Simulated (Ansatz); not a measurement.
FeGe2:

```
Ge Fe
1.0
    -2.95956    2.95956    2.45140
     2.95956   -2.95956    2.45140
     2.95956    2.95956   -2.45140
Ge Fe
4 2
Direct
  0.84511 0.34511 0.19021
  0.65489 0.84511 0.50000
  0.34511 0.15489 0.50000
  0.15489 0.65489 0.80979
  0.25000 0.25000 0.00000
  0.75000 0.75000 0.00000
```

The cell is a database's computed one.

Base run:

```yaml
Program: Ansatz 0.2.0
Functional: r2SCAN
Potentials_or_basis: Ansatz PAW
Cutoff: "500 eV (not typed: the program's choice for these potentials)"
k_mesh: 7 × 7 × 7
Occupations: fermi-dirac, width 0.05 eV
Spin: collinear spin, ferromagnetic start
Starting_moments: "[0.0, 0.0, 0.0, 0.0, 3.0, 3.0] μB"
```

Its results: band gap on the k mesh none (metal or under the smearing width); pressure 0.6 GPa; net moment 3.40 μB per cell; site moments Ge -0.08; Fe +2.00 μB; largest force 0.044 eV/Å.

Q: The run is repeated on the same cell with these changes: functional from r2SCAN to LDA; cutoff from 500 eV (not typed: the program's choice for these potentials) to 420 eV (not typed: the program's choice for these potentials). What comes out?

A: Band gap on the k mesh none (metal or under the smearing width); pressure -9.6 GPa; net moment 2.24 μB per cell; site moments Ge -0.03; Fe +1.21 μB; largest force 0.222 eV/Å.

Caveats: the PAW data sets come from PBE, with cores solved anew for the run's functional, which leaves a small shift of forces and pressure; the magnetic or orbital state may not be the lowest (some runs).
